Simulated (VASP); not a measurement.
# Sb in VASP: relaxation of cell and atoms with PBE+D3(BJ)

Aim: the relaxation of cell and atoms of Sb with PBE+D3(BJ).

All numbers are computed with VASP 6.6.1; they aren't measurements. Logs are shortened: lines on timing, memory, paths and dates and some standing lists are left out, and cuts for length are marked.

**1. Starting point**

The cell holds a sheet with vacuum, 2 atoms: a = 4.080 Å, b = 4.080 Å, c = 17.650 Å, α = 90.00°, β = 90.00°, γ = 120.00°.

The cell was built by a generator and needn't be a form met in nature.

**2. Relaxation of cell and atoms, PBE+D3(BJ)**

Input file INCAR:

```
SYSTEM = Sb
ALGO = Normal
EDIFF = 1E-6
EDIFFG = -0.005
ENCUT = 600
GGA = PE
IBRION = 2
ISIF = 3
ISMEAR = 0
IVDW = 12
KPAR = 4
LASPH = .True.
LATTICE_CONSTRAINTS = .TRUE. .TRUE. .FALSE.
LCHARG = .False.
LREAL = .False.
LWAVE = .False.
NELM = 120
NSW = 40
PREC = Accurate
SIGMA = 0.03
```

Input file KPOINTS:

```
k-points
0
Gamma
  12 12 1
  0 0 0
```

Input file POSCAR:

```
Sb
1.0
    4.0800000000      0.0000000000      0.0000000000
   -2.0400000000      3.5333836500      0.0000000000
    0.0000000000      0.0000000000     17.6500000000
Sb
2
Direct
    0.3333330000      0.6666670000      0.4532577900
    0.6666670000      0.3333330000      0.5467422100
```

Potentials or basis: VASP PAW PBE potentials, release 64 (Sb).

Launch:

```sh
$ cat potpaw_PBE.64/Sb/POTCAR > POTCAR
$ mpirun -np 4 vasp_std > vasp.out
```

OUTCAR:

```text
SYSTEM = Sb
   EDIFF = 1E-6
   EDIFFG = -0.005
   ENCUT = 600
   GGA = PE
   IBRION = 2
   ISIF = 3
   ISMEAR = 0
   IVDW = 12
   LASPH = .True.
   LREAL = .False.
   NELM = 120
   NSW = 40
   PREC = Accurate
 IVDW          = 12

 ion  position               nearest neighbor table
   1  0.333  0.667  0.453-   2 2.88   2 2.88   2 2.88
   2  0.667  0.333  0.547-   1 2.88   1 2.88   1 2.88

  LATTYP: Found a hexagonal cell.
 ALAT       =     4.0800000000
 C/A-ratio  =     4.3259803922

  Lattice vectors:

 A1 = (   4.0800000000,   0.0000000000,   0.0000000000)
 A2 = (  -2.0400000000,   3.5333836500,   0.0000000000)
 A3 = (   0.0000000000,   0.0000000000,  17.6500000000)

Analysis of symmetry for initial positions (statically):
=====================================================================
 Subroutine PRICEL returns:
 Original cell was already a primitive cell.

 Routine SETGRP: Setting up the symmetry group for a
 hexagonal supercell.

 Subroutine GETGRP returns: Found 12 space group operations
 (whereof 12 operations were pure point group operations)
 out of a pool of 24 trial point group operations.

The static configuration has the point symmetry D_3d.

Analysis of symmetry for dynamics (positions and initial velocities):
=====================================================================
 Subroutine PRICEL returns:
 Original cell was already a primitive cell.

 Routine SETGRP: Setting up the symmetry group for a
 hexagonal supercell.

 Subroutine GETGRP returns: Found 12 space group operations
 (whereof 12 operations were pure point group operations)
 out of a pool of 24 trial point group operations.

The dynamic configuration has the point symmetry D_3d.

 Subroutine INISYM returns: Found 12 space group operations
 (whereof 12 operations are pure point group operations),
 and found     1 'primitive' translations

----------------------------------------------------------------------------------------

                                     Primitive cell

  volume of cell :     254.4460

  direct lattice vectors                    reciprocal lattice vectors
     4.080000000  0.000000000  0.000000000     0.245098039  0.141507419  0.000000000
    -2.040000000  3.533383650  0.000000000     0.000000000  0.283014838  0.000000000
     0.000000000  0.000000000 17.650000000     0.000000000  0.000000000  0.056657224

  length of vectors
     4.080000000  4.080000002 17.650000000     0.283014838  0.283014838  0.056657224

  position of ions in fractional coordinates (direct lattice)
     0.333333000  0.666667000  0.453257790
     0.666667000  0.333333000  0.546742210

  ion indices of the primitive-cell ions
   primitive index   ion index
                 1           1
                 2           2

----------------------------------------------------------------------------------------

 KPOINTS: k-points

Automatic generation of k-mesh.
 Grid dimensions read from file:
 generate k-points for:   12   12    1

 Generating k-lattice:

  Cartesian coordinates                     Fractional coordinates (reciprocal lattice)
     0.020424837  0.011792285  0.000000000     0.083333333  0.000000000  0.000000000
     0.000000000  0.023584570  0.000000000     0.000000000  0.083333333  0.000000000
     0.000000000  0.000000000  0.056657224     0.000000000  0.000000000  1.000000000

  Length of vectors
     0.023584570  0.023584570  0.056657224

  Shift w.r.t. Gamma in fractional coordinates (k-lattice)
     0.000000000  0.000000000  0.000000000

 Subroutine IBZKPT returns following result:
 ===========================================

 Found     19 irreducible k-points:

 Following reciprocal coordinates:
            Coordinates               Weight
  0.000000  0.000000  0.000000      1.000000
  0.083333 -0.000000  0.000000      6.000000
  0.166667 -0.000000  0.000000      6.000000
  0.250000  0.000000  0.000000      6.000000
  0.333333 -0.000000  0.000000      6.000000
  0.416667  0.000000  0.000000      6.000000
[... 11 lines left out ...]
  0.333333  0.250000  0.000000     12.000000
  0.333333  0.333333  0.000000      2.000000
   k-points           NKPTS =     19   k-points in BZ     NKDIM =     19   number of bands    NBANDS=      9
   number of dos      NEDOS =    301   number of ions     NIONS =      2
   total plane-waves  NPLWV = 186624
   dimension x,y,z NGX =    36 NGY =   36 NGZ =  144
   dimension x,y,z NGXF=    72 NGYF=   72 NGZF=  288
   ions per type =               2
   NGX,Y,Z   is equivalent  to a cutoff of  14.67, 14.67, 13.56 a.u.
   NGXF,Y,Z  is equivalent  to a cutoff of  29.34, 29.34, 27.13 a.u.
 SYSTEM =  Sb
   PREC   = accura    normal or accurate (medium, high low for compatibility)
   ISTART =      0    job   : 0-new  1-cont  2-samecut
   ICHARG =      2    charge: 1-file 2-atom 10-const
   ISPIN  =      1    spin polarized calculation?
   LNONCOLLINEAR =      F non collinear calculations
   LSORBIT =      F    spin-orbit coupling
   LASPH  =      T    aspherical Exc in radial PAW
   ENCUT  =  600.0 eV  44.10 Ry    6.64 a.u.   8.15  8.15 35.25*2*pi/ulx,y,z
   NELM   =    120;   NELMIN=  2; NELMDL= -5     # of ELM steps
   EDIFF  = 0.1E-05   stopping-criterion for ELM
   LREAL  =      F    real-space projection
   EDIFFG = -.5E-02   stopping-criterion for IOM
   NSW    =     40    number of steps for IOM
   IBRION =      2    ionic relax: 0-MD 1-quasi-New 2-CG
   NFREE  =      1    steps in history (QN), initial steepest desc. (CG)
   ISIF   =      3    stress and relaxation
   ISYM   =      2    0-nonsym 1-usesym 2-fastsym
   POTIM  = 0.5000    time-step for ionic-motion
   TEBEG  =    0.0;   TEEND  =   0.0 temperature during run
   PSTRESS=    0.0 pullay stress
   NELECT =      10.0000    total number of electrons
   NUPDOWN=      -1.0000    fix difference up-down
   EMIN   =  10.00;   EMAX   =-10.00  energy-range for DOS
   EFERMI =   0.00;   METHOD = LEGACY
   ISMEAR =     0;   SIGMA  =   0.03  broadening in eV -4-tet -1-fermi 0-gaus
   EFERMI_NEDOS =   21; number of points for ismear=-14 and -15
   IALGO  =     38    algorithm
   IMIX   =      4    mixing-type and parameters
     AMIX     =   0.40;   BMIX     =  1.00
     AMIX_MAG =   1.60;   BMIX_MAG =  1.00
  volume/ion in A,a.u.               =     127.22       858.54
  Fermi-wavevector in a.u.,A,eV,Ry     =   0.556600  1.051821  4.215128  0.309803
  Thomas-Fermi vector in A             =   1.590836
   LORBIT       =      0    0 simple, 1 ext, 2 COOP (PROOUT), +10 PAW based schemes
   GGA     = PE    functional components
   LHFCALC =     F    Hartree Fock is set to
   AEXX    =    0.0000 exact exchange contribution
   IVDW    =    12    specifies the selected vdW correction
   LEPSILON=     F    determine dielectric tensor
   LRPA    =     F    only Hartree local field effects (RPA)
 conjugate gradient relaxation of ions
 non-spin polarized calculation
 Gauss-broadening in eV      SIGMA  =   0.03
  energy-cutoff  :      600.00
  volume of cell :      254.45
 maximum number of plane-waves:      8520
 NGX is ok and might be reduce to    36
   NGX = 17   NGY = 17   NGZ = 71

--------------------------------------- Ionic step        1  -------------------------------------------

 number of electron      10.0000000 magnetization

 Free energy of the ion-electron system (eV)
  ---------------------------------------------------
  ext. energy  EPLUGINS =         0.00000000
  ---------------------------------------------------
  free energy    TOTEN  =        -8.10345504 eV

  energy without entropy =       -8.10345504  energy(sigma->0) =       -8.10345504

------------------------ aborting loop because EDIFF is reached ----------------------------------------

 Edisp (eV)   -0.47145

 E8    (eV) :    -0.2342

  FORCE on cell =-STRESS in cart. coord.  units (eV):
  Direction    XX          YY          ZZ          XY          YZ          ZX
  --------------------------------------------------------------------------------------
  -------------------------------------------------------------------------------------
  Total      -0.11010    -0.11010     0.07467     0.00000     0.00000     0.00000
  in kB      -0.69330    -0.69330     0.47020     0.00000     0.00000     0.00000
  external pressure =       -0.31 kB  Pullay stress =        0.00 kB

 VOLUME and BASIS-vectors are now :
 -----------------------------------------------------------------------------
  energy-cutoff  :      600.00
  volume of cell :      254.45
      direct lattice vectors                 reciprocal lattice vectors
     4.080000000  0.000000000  0.000000000     0.245098039  0.141507419  0.000000000
    -2.040000000  3.533383650  0.000000000     0.000000000  0.283014838  0.000000000
     0.000000000  0.000000000 17.650000000     0.000000000  0.000000000  0.056657224

 POSITION                                       TOTAL-FORCE (eV/Angst)
 -----------------------------------------------------------------------------------
     -0.00000      2.35559      8.00000        -0.000000      0.000000     -0.049980
      2.04000      1.17779      9.65000         0.000000     -0.000000      0.049980
 -----------------------------------------------------------------------------------
    total drift:                                0.000000     -0.000000      0.000000
[... 145 lines left out ...]
 VOLUME and BASIS-vectors are now :
 -----------------------------------------------------------------------------
  energy-cutoff  :      600.00
  volume of cell :      252.37
      direct lattice vectors                 reciprocal lattice vectors
     4.063283709  0.000000000  0.000000000     0.246106369  0.142089578  0.000000000
    -2.031641855  3.518906917  0.000000000     0.000000000  0.284179157  0.000000000
     0.000000000  0.000000000 17.650000000     0.000000000  0.000000000  0.056657224

 POSITION                                       TOTAL-FORCE (eV/Angst)
 -----------------------------------------------------------------------------------
     -0.00000      2.34594      7.99333        -0.000000     -0.000000      0.017782
      2.03164      1.17297      9.65667         0.000000      0.000000     -0.017782
 -----------------------------------------------------------------------------------
    total drift:                               -0.000000      0.000000      0.000000

  FREE ENERGIE OF THE ION-ELECTRON SYSTEM (eV)
  ---------------------------------------------------
  free  energy   TOTEN  =        -8.5756186961 eV

  energy  without entropy=       -8.5756186961  energy(sigma->0) =       -8.57561870

--------------------------------------- Ionic step        6  -------------------------------------------

 number of electron      10.0000000 magnetization

 Free energy of the ion-electron system (eV)
  ---------------------------------------------------
  ext. energy  EPLUGINS =         0.00000000
  ---------------------------------------------------
  free energy    TOTEN  =        -8.10028080 eV

  energy without entropy =       -8.10028080  energy(sigma->0) =       -8.10028080

 E-fermi :  -1.8319     XC(G=0):  -3.0947

 val. band max:       -1.9571859894   @ k =   0.0000   0.0000   0.0000
 cond. band min:      -0.8150621311   @ k =   0.3333  -0.0000   0.0000
 fundamental gap:      1.1421238583
 Fermi energy:        -1.8319164603

 k-point     1 :       0.0000    0.0000    0.0000
  band No.  band energies     occupation
      1     -13.4788      2.00000
      2      -8.4527      2.00000
      3      -2.7950      2.00000
      4      -1.9572      2.00000
      5      -1.9572      2.00000
      6      -0.3212      0.00000
      7       0.8179      0.00000
      8       0.8180      0.00000
      9       2.2150      0.00000

 k-point     2 :       0.0833   -0.0000    0.0000
  band No.  band energies     occupation
      1     -13.4023      2.00000
      2      -8.4422      2.00000
      3      -2.7575      2.00000
      4      -2.7144      2.00000
      5      -2.1371      2.00000
      6       0.1527      0.00000
      7       0.7359      0.00000
      8       0.9855      0.00000
      9       2.3265      0.00000

 k-point     3 :       0.1667   -0.0000    0.0000
  band No.  band energies     occupation
      1     -13.1752      2.00000
      2      -8.4447      2.00000
      3      -3.8444      2.00000
      4      -2.6749      2.00000
      5      -2.5339      2.00000
      6      -0.2344      0.00000
      7       1.3011      0.00000
      8       1.3384      0.00000
      9       2.5675      0.00000
[... 207 lines left out ...]
 VOLUME and BASIS-vectors are now :
 -----------------------------------------------------------------------------
  energy-cutoff  :      600.00
  volume of cell :      252.33
      direct lattice vectors                 reciprocal lattice vectors
     4.062978645  0.000000000  0.000000000     0.246124848  0.142100247  0.000000000
    -2.031489323  3.518642725  0.000000000     0.000000000  0.284200494  0.000000000
     0.000000000  0.000000000 17.650000000     0.000000000  0.000000000  0.056657224

 POSITION                                       TOTAL-FORCE (eV/Angst)
 -----------------------------------------------------------------------------------
     -0.00000      2.34576      7.99429        -0.000000      0.000000     -0.000950
      2.03149      1.17288      9.65571         0.000000      0.000000      0.000950
 -----------------------------------------------------------------------------------
    total drift:                                0.000000      0.000000      0.000000

  FREE ENERGIE OF THE ION-ELECTRON SYSTEM (eV)
  ---------------------------------------------------
  free  energy   TOTEN  =        -8.5756373016 eV

  energy  without entropy=       -8.5756373016  energy(sigma->0) =       -8.57563730

 reached required accuracy - stopping structural energy minimisation
```

Run time: 2.8 min. Hardware: 4 MPI ranks of Intel Xeon Platinum 8375C at 2.90GHz (Ice Lake), shared host; peak memory 0.49 GiB.

Results:

- Free energy: -8.5756 eV
- Relaxed volume: 126.16 Å³/atom
- Relaxed cell: a = 4.063 Å, b = 4.063 Å, c = 17.650 Å, α = 90.00°, β = 90.00°, γ = 120.00°
- Space group after relaxing (to 0.05 Å): P-3m1 (No. 164)
- Energy gained by relaxing: 0.4 meV/atom
- Ionic steps: 6
- Band gap on the k mesh: 1.14 eV, indirect (least direct gap 1.64 eV)
- Dispersion energy per atom: -0.238 eV

Step by step:
| step | energy change (eV) | largest force (eV/Å) | pressure (GPa) | volume (Å³) |
| --- | --- | --- | --- | --- |
| 1 | 0.0000 | 0.0500 | -0.03 | 254.45 |
| 2 | -0.0006 | 0.0424 | 0.00 | 253.10 |
| 3 | -0.0007 | 0.0363 | 0.03 | 252.05 |
| 4 | -0.0007 | 0.0372 | 0.03 | 252.26 |
| 5 | -0.0007 | 0.0178 | -0.01 | 252.37 |
| 6 | -0.0007 | 0.0010 | 0.00 | 252.33 |

Final structure:
```
Sb
1.0
     4.06298    0.00000    0.00000
    -2.03149    3.51864    0.00000
     0.00000    0.00000   17.65000
Sb
2
Direct
  0.33333 0.66667 0.45293
  0.66667 0.33333 0.54707
```

Caveat: spin-orbit coupling is left out, which moves the levels of the heavy elements. As with any semilocal functional, this PBE gap is likely too small.
